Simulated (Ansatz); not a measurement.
# Aluminium, fcc under PBE: convergence with the Fermi-Dirac smearing, part 2 of 2

How small must the Fermi-Dirac smearing width be for energy and pressure to settle? The geometry was relaxed under PBE beforehand and stays fixed; 6 values are run, from 0.01 to 1.0 eV. Wanted are the values from which on the energy stays within 10 and 1 meV/atom, and the pressure within 0.5 GPa, of the narrowest run. Within the series other settings stay, but some runs also write fields, which adds to their time. Spin polarisation is left out.

Ansatz 0.2.0; DFT PBE, plane waves with PAW, scalar-relativistic. Earlier steps stand in the parts before.

## 5. Run at 0.3 eV

The run at 0.3 eV.

input.yaml

```yaml
crystal:
  lattice:
    - [0.0, 2.0199630948, 2.0199630948]
    - [2.0199630948, 0.0, 2.0199630948]
    - [2.0199630948, 2.0199630948, 0.0]
  atoms:
    - { symbol: Al, position: [0.0, 0.0, 0.0] }
hamiltonian:
  xc: pbe
  pseudopotentials:
    kind: paw
    azcp:
      Al: "pseudopotentials/Al.paw.azcp"
basis:
  ecutwfc: 420
  fft_grid_basis: typed
kpoints:
  mp_grid: { grid: [13, 13, 13], shift: [0, 0, 0] }
magnetization:
  spin_polarized: false
scf:
  occupations: { method: fermi_dirac, width: 0.3 }
  lower_state_search: "off"
output:
  stress: true
```

Command:

```console
ansatz run input.yaml --threads 1 --pin off --max-ram 3584MiB --backend cpu --events-out ev --progress --plain --runs-dir out
```

Output:

```text
Engine: ansatz 0.2.0, x86_64-unknown-linux-gnu
Pseudopotentials: kind: paw
Pseudopotential: Al, paw, valence charge 3, recommended cutoff 420 eV (normal), <dir>
Functional definition: PBE
  parameter kappa = 0.804
  parameter beta = 0.06672455060314922
  exchange = pbe_x(kappa = kappa, mu = beta*pi^2/3)
  correlation = pbe_c(beta = beta)
Crystal: 1 atoms, lattice volume = 16.484 Å³
Basis set: ecut = 420 eV, 331 PW (Γ)
Bands: 6, of which v1, the nominal top of the filled ones, is band 2 counted from 1 (1 counted from 0)
Symmetry: 48 space group operations
Space group: Fm-3m (ITA 225), of the structure as read, at distance tolerance 2.5e-5 Å
k-points: 84 of 2197
Non-local potential: Al, projectors of the file, l = 0: 2, l = 1: 2, l = 2: 1
PAW form: soft (Blöchl's): semilocal exchange-correlation on the pseudo side does not see the compensation charge
PAW one-centre angular grid: Al, 110 points (default); XC on 64 Gauss nodes
Initial density: superposition of atomic densities (neutral atoms: chi_scale 0, normalization atom), corrected by the library's trained network
Initial wavefunctions: pseudopotential atomic-orbital guess
Functional: x = pbe(κ = 0.804, μ = 0.2195149727645171), c = pbe(β = 0.06672455060314922)
SCF iter   1: F=—  HF=-537.561299 eV  |F-HF|=—  |Δ(HF+E_count)|=         —  Δρ=4.60e-4  dr2=1.06e-5  ethr=1.77e-3  ⟨swp⟩=4.6  Hψ=4083  notcnv=0
preconditioner: auto → none  [metal: Δε(μ)=0.075 eV  Ē_g=13.190 eV  σ=0.300 eV  W_gap=0.06  n_scr=0 (ndim 8)  ℏωp=15.8 eV  f_vac=0.000  D(μ)=0.41/eV (n_scr^D=0)]
SCF iter   2: F=—  HF=-537.561321 eV  |F-HF|=—  |Δ(HF+E_count)|=   2.23e-5  Δρ=2.35e-4  dr2=2.75e-6  ethr=3.54e-7  ⟨swp⟩=2.0  Hψ=1288  notcnv=0
iter 3 did not close the SCF: its close was put off for the readings that it lacked (scf_convergence_deferred on its scf_iter line)
SCF iter   3: F=-537.561331 eV  HF=-537.561331 eV  |F-HF|=4.59e-9  |Δ(HF+E_count)|=   9.90e-6  Δρ=1.21e-5  dr2=2.45e-8  ethr=9.15e-8  ⟨swp⟩=2.0  Hψ=624  notcnv=0
iter 4 did not close the SCF: its close was put off for the readings that it lacked (scf_convergence_deferred on its scf_iter line)
SCF iter   4: F=-537.561331 eV  HF=-537.561331 eV  |F-HF|=6.14e-10  |Δ(HF+E_count)|=   3.40e-9  Δρ=4.29e-6  dr2=3.09e-9  ethr=8.17e-10  ⟨swp⟩=1.0  Hψ=499  notcnv=0
iter 5 did not close the SCF: its close was put off for the readings that it lacked (scf_convergence_deferred on its scf_iter line)
SCF iter   5: F=-537.561331 eV  HF=-537.561331 eV  |F-HF|=2.00e-11  |Δ(HF+E_count)|=  5.33e-10  Δρ=5.91e-7  dr2=6.70e-11  ethr=1.03e-10  ⟨swp⟩=1.0  Hψ=499  notcnv=0
SCF iter   6: F=-537.561331 eV  HF=-537.561331 eV  |F-HF|=7.96e-13  |Δ(HF+E_count)|=  1.66e-11  Δρ=1.16e-7  dr2=2.59e-12  ethr=2.23e-12  ⟨swp⟩=1.0  Hψ=1250  notcnv=0
SCF 1 converged in 6 iterations: F = -537.561331 eV  dr2 = 2.59e-12
SCF converged after 6 iterations
Free energy (F): -537.561331 eV
Harris-Foulkes:  -537.561331 eV  (|F-HF|=7.96e-13)
Internal energy: -537.439819 eV  (E = F + TS)
E sigma→0 (E₀):  -537.500575 eV
Entropy (-TS):   -0.121512 eV (-121.512 meV/atom)
Fermi energy:    7.926490 eV
--- Per-component energies (eV) ---
  E_band       = 10.653517
  E_kinetic    = 22.844923
  E_local      = 9.908068  (includes V_loc(G=0)·N_el)
  E_nonlocal   = 10.317207
  E_hartree    = 0.103783
  E_xc         = -39.736717
  E_vxc        = -28.963186  (∫ρ·V_xc dr)
  E_paw        = -467.338176  (= ΣΔE_a)
  E_vpaw       = -3.661061  (= ΣTr[D̂ρ^β])
  E_aug_tail   = -0.000002  (compensation charges beyond the density's cutoff)
  E_ewald      = -73.538905
  E_smearing   = -0.121512  (= −TS)
  E_closure    = 0.000000  (closes the sum)
  Σ components = -537.561331   (vs F -537.561331, Δ=0.00e0)
--- Stress (GPa, compression-positive) ---
        0.467325      -0.000000      -0.000000
        0.000000       0.467325      -0.000000
       -0.000000      -0.000000       0.467325
  P = ⅓ Tr σ = 0.4673 GPa (4.673 kbar)
```

Run time: 0.85 s. Hardware: 1 thread of Intel Xeon Platinum 8259CL at 2.50GHz (Skylake/Cascade Lake), shared host; peak memory 0.45 GiB.

## 6. Run at 0.6 eV

The run at 0.6 eV.

Edit input.yaml of step 5 so:

```diff
@@ -21,3 +21,3 @@
 scf:
-  occupations: { method: fermi_dirac, width: 0.3 }
+  occupations: { method: fermi_dirac, width: 0.6 }
   lower_state_search: "off"
@@ -25 +25,5 @@
   stress: true
+  write_density: true
+  write_potential: true
+  elf: true
+  volumetric_format: npy
```

Command:

```console
ansatz run input.yaml --threads 1 --pin off --max-ram 3584MiB --backend cpu --events-out ev --progress --plain --runs-dir out
```

Output:

```text
band count auto-derived: 7 (N_el = 3.0; filled up to band 2; 6 by the electrons, moments and atoms)
[... 8 set-up lines as earlier in the session ...]
Crystal: 1 atoms, lattice volume = 16.484 Å³
Basis set: ecut = 420 eV, 331 PW (Γ)
Bands: 7, of which v1, the nominal top of the filled ones, is band 2 counted from 1 (1 counted from 0)
[... 2 set-up lines as earlier in the session ...]
k-points: 84 of 2197
[... 6 set-up lines as earlier in the session ...]
SCF iter   1: F=—  HF=-537.741026 eV  |F-HF|=—  |Δ(HF+E_count)|=         —  Δρ=5.91e-4  dr2=3.34e-5  ethr=1.77e-3  ⟨swp⟩=4.9  Hψ=4360  notcnv=0
preconditioner: auto → none  [metal: Δε(μ)=0.075 eV  Ē_g=14.905 eV  σ=0.600 eV  W_gap=0.03  n_scr=0 (ndim 8)  ℏωp=15.8 eV  f_vac=0.000  D(μ)=0.40/eV (n_scr^D=0)]
SCF iter   2: F=—  HF=-537.741043 eV  |F-HF|=—  |Δ(HF+E_count)|=   1.71e-5  Δρ=2.97e-4  dr2=8.22e-6  ethr=1.11e-6  ⟨swp⟩=1.9  Hψ=1344  notcnv=0
iter 3 did not close the SCF: its close was put off for the readings that it lacked (scf_convergence_deferred on its scf_iter line)
SCF iter   3: F=-537.741050 eV  HF=-537.741050 eV  |F-HF|=7.75e-9  |Δ(HF+E_count)|=   7.84e-6  Δρ=1.36e-5  dr2=3.19e-8  ethr=2.74e-7  ⟨swp⟩=1.0  Hψ=588  notcnv=0
iter 4 did not close the SCF: its close was put off for the readings that it lacked (scf_convergence_deferred on its scf_iter line)
SCF iter   4: F=-537.741050 eV  HF=-537.741050 eV  |F-HF|=6.27e-10  |Δ(HF+E_count)|=   9.54e-9  Δρ=4.54e-6  dr2=3.45e-9  ethr=1.06e-9  ⟨swp⟩=1.1  Hψ=595  notcnv=0
iter 5 did not close the SCF: its close was put off for the readings that it lacked (scf_convergence_deferred on its scf_iter line)
SCF iter   5: F=-537.741050 eV  HF=-537.741050 eV  |F-HF|=1.66e-11  |Δ(HF+E_count)|=  4.70e-10  Δρ=5.42e-7  dr2=5.58e-11  ethr=1.15e-10  ⟨swp⟩=1.0  Hψ=592  notcnv=0
SCF iter   6: F=-537.741050 eV  HF=-537.741050 eV  |F-HF|=1.82e-12  |Δ(HF+E_count)|=  1.11e-11  Δρ=1.73e-7  dr2=5.92e-12  ethr=1.86e-12  ⟨swp⟩=3.1  Hψ=1907  notcnv=0
SCF 1 converged in 6 iterations: F = -537.741050 eV  dr2 = 5.92e-12
SCF converged after 6 iterations
Free energy (F): -537.741050 eV
Harris-Foulkes:  -537.741050 eV  (|F-HF|=1.82e-12)
Internal energy: -537.263701 eV  (E = F + TS)
E sigma→0 (E₀):  -537.502376 eV
Entropy (-TS):   -0.477350 eV (-477.350 meV/atom)
Fermi energy:    7.920185 eV
--- Per-component energies (eV) ---
  E_band       = 10.829702
  E_kinetic    = 23.028819
  E_local      = 9.892896  (includes V_loc(G=0)·N_el)
  E_nonlocal   = 10.328503
  E_hartree    = 0.102213
  E_xc         = -39.736090
  E_vxc        = -28.961067  (∫ρ·V_xc dr)
  E_paw        = -467.341134  (= ΣΔE_a)
  E_vpaw       = -3.663873  (= ΣTr[D̂ρ^β])
  E_aug_tail   = -0.000002  (compensation charges beyond the density's cutoff)
  E_ewald      = -73.538905
  E_smearing   = -0.477350  (= −TS)
  E_closure    = 0.000000  (closes the sum)
  Σ components = -537.741050   (vs F -537.741050, Δ=0.00e0)
--- Stress (GPa, compression-positive) ---
        1.712538      -0.000000      -0.000000
        0.000000       1.712538       0.000000
        0.000000      -0.000000       1.712538
  P = ⅓ Tr σ = 1.7125 GPa (17.125 kbar)
--- Band table (eV; the first three rows and the last of 84) ---
  k-point 0: bands = ["-3.1794", "20.4816", "20.4816", "20.4816", "22.0839", "22.0839", "22.0839"]
  k-point 1: bands = ["-3.0186", "18.1801", "20.0054", "20.0054", "22.7158", "22.8043", "22.8043"]
  k-point 2: bands = ["-2.5371", "15.0918", "19.3591", "19.3591", "22.5795", "23.9150", "23.9150"]
  k-point 83: bands = ["6.0546", "7.4892", "8.6331", "9.4647", "22.8334", "23.7152", "24.5333"]
```

Run time: 1.1 s. Hardware: 1 thread of Intel Xeon Platinum 8259CL at 2.50GHz (Skylake/Cascade Lake), shared host; peak memory 0.45 GiB.

## 7. Run at 1.0 eV

The run at 1.0 eV.

Edit input.yaml of step 6 so:

```diff
@@ -21,3 +21,3 @@
 scf:
-  occupations: { method: fermi_dirac, width: 0.6 }
+  occupations: { method: fermi_dirac, width: 1.0 }
   lower_state_search: "off"
@@ -25,5 +25 @@
   stress: true
-  write_density: true
-  write_potential: true
-  elf: true
-  volumetric_format: npy
```

Command:

```console
ansatz run input.yaml --threads 1 --pin off --max-ram 3584MiB --backend cpu --events-out ev --progress --plain --runs-dir out
```

Output:

```text
band count auto-derived: 8 (N_el = 3.0; filled up to band 2; 6 by the electrons, moments and atoms)
[... 8 set-up lines as earlier in the session ...]
Crystal: 1 atoms, lattice volume = 16.484 Å³
Basis set: ecut = 420 eV, 331 PW (Γ)
Bands: 8, of which v1, the nominal top of the filled ones, is band 2 counted from 1 (1 counted from 0)
[... 2 set-up lines as earlier in the session ...]
k-points: 84 of 2197
[... 6 set-up lines as earlier in the session ...]
SCF iter   1: F=—  HF=-538.165622 eV  |F-HF|=—  |Δ(HF+E_count)|=         —  Δρ=1.07e-3  dr2=1.51e-4  ethr=1.77e-3  ⟨swp⟩=5.1  Hψ=4636  notcnv=0
preconditioner: auto → none  [metal: Δε(μ)=0.039 eV  Ē_g=16.462 eV  σ=1.000 eV  W_gap=0.01  n_scr=0 (ndim 8)  ℏωp=15.8 eV  f_vac=0.000  D(μ)=0.40/eV (n_scr^D=0)]
SCF iter   2: F=—  HF=-538.165615 eV  |F-HF|=—  |Δ(HF+E_count)|=   7.84e-6  Δρ=5.25e-4  dr2=3.55e-5  ethr=5.03e-6  ⟨swp⟩=1.3  Hψ=1374  notcnv=0
SCF iter   3: F=—  HF=-538.165618 eV  |F-HF|=—  |Δ(HF+E_count)|=   3.07e-6  Δρ=1.62e-5  dr2=4.18e-8  ethr=1.18e-6  ⟨swp⟩=1.0  Hψ=672  notcnv=0
iter 4 did not close the SCF: its close was put off for the readings that it lacked (scf_convergence_deferred on its scf_iter line)
SCF iter   4: F=-538.165618 eV  HF=-538.165618 eV  |F-HF|=3.62e-10  |Δ(HF+E_count)|=   5.48e-9  Δρ=4.87e-6  dr2=3.84e-9  ethr=1.39e-9  ⟨swp⟩=1.6  Hψ=743  notcnv=0
iter 5 did not close the SCF: its close was put off for the readings that it lacked (scf_convergence_deferred on its scf_iter line)
SCF iter   5: F=-538.165618 eV  HF=-538.165618 eV  |F-HF|=1.13e-11  |Δ(HF+E_count)|=  2.10e-10  Δρ=4.12e-7  dr2=3.26e-11  ethr=1.28e-10  ⟨swp⟩=1.1  Hψ=681  notcnv=0
SCF iter   6: F=-538.165618 eV  HF=-538.165618 eV  |F-HF|=4.55e-13  |Δ(HF+E_count)|=  9.44e-12  Δρ=9.35e-8  dr2=1.72e-12  ethr=1.09e-12  ⟨swp⟩=1.0  Hψ=1772  notcnv=0
SCF 1 converged in 6 iterations: F = -538.165618 eV  dr2 = 1.72e-12
SCF converged after 6 iterations
Free energy (F): -538.165618 eV
Harris-Foulkes:  -538.165618 eV  (|F-HF|=4.55e-13)
Internal energy: -536.837893 eV  (E = F + TS)
E sigma→0 (E₀):  -537.501755 eV
Entropy (-TS):   -1.327725 eV (-1327.725 meV/atom)
Fermi energy:    7.868732 eV
--- Per-component energies (eV) ---
  E_band       = 11.256852
  E_kinetic    = 23.481719
  E_local      = 9.860476  (includes V_loc(G=0)·N_el)
  E_nonlocal   = 10.341406
  E_hartree    = 0.099754
  E_xc         = -39.732701
  E_vxc        = -28.955002  (∫ρ·V_xc dr)
  E_paw        = -467.349640  (= ΣΔE_a)
  E_vpaw       = -3.671254  (= ΣTr[D̂ρ^β])
  E_aug_tail   = -0.000002  (compensation charges beyond the density's cutoff)
  E_ewald      = -73.538905
  E_smearing   = -1.327725  (= −TS)
  E_closure    = 0.000000  (closes the sum)
  Σ components = -538.165618   (vs F -538.165618, Δ=0.00e0)
--- Stress (GPa, compression-positive) ---
        4.619713      -0.000000      -0.000000
       -0.000000       4.619713       0.000000
        0.000000       0.000000       4.619713
  P = ⅓ Tr σ = 4.6197 GPa (46.197 kbar)
```

Run time: 0.89 s. Hardware: 1 thread of Intel Xeon Platinum 8259CL at 2.50GHz (Skylake/Cascade Lake), shared host; peak memory 0.47 GiB.

## 8. All values side by side

Energies count from the run at 0.01 eV.

```tsv
smearing (eV)	F (meV/atom)	E(σ → 0) (meV/atom)	P (GPa)	SCF cycles	CPU time
0.01	0.00	0.00	0.08	6	0.85 s
0.03	-0.77	-0.19	0.00	6	1.3 s
0.2	-28.55	-0.95	0.20	6	0.74 s
0.3	-62.69	-2.08	0.47	6	0.84 s
0.6	-242.41	-3.88	1.71	6	1.1 s
1.0	-666.98	-3.26	4.62	6	0.89 s
```

## 9. Summary of results

The summary covers parts 1 to 2.

| quantity | value |
| --- | --- |
| E(σ → 0) stays within 10 meV/atom of 0.01 eV | up to 1.0 eV |
| E(σ → 0) stays within 1 meV/atom | up to 0.2 eV |
| pressure stays within 0.5 GPa | up to 0.3 eV |
| pressure at 0.01 eV | 0.08 GPa |
| energy of a separate run on a finer mesh (22×22×22) | -5.4 meV/atom from 0.01 eV |

In words: At 1.0 eV the energy differs by -3.3 meV/atom and the pressure by +4.5 GPa. Over the range F shifts by -667.0 meV/atom, while E(σ → 0) shifts by -3.3. In theory F falls as the square of the width under this scheme, but here the ratio is not steady: the mesh at narrow widths, or a density of states that varies over the wide ones, can both cause that. The mesh (13×13×13) is fixed, so the narrowest widths carry a k-point error of their own. The yardstick itself is unsettled by 5.4 meV/atom against the finer mesh, so the thresholds above hold only within this series, and wider smearing, which averages over more states, can land nearer the fine-mesh value than the narrowest does.
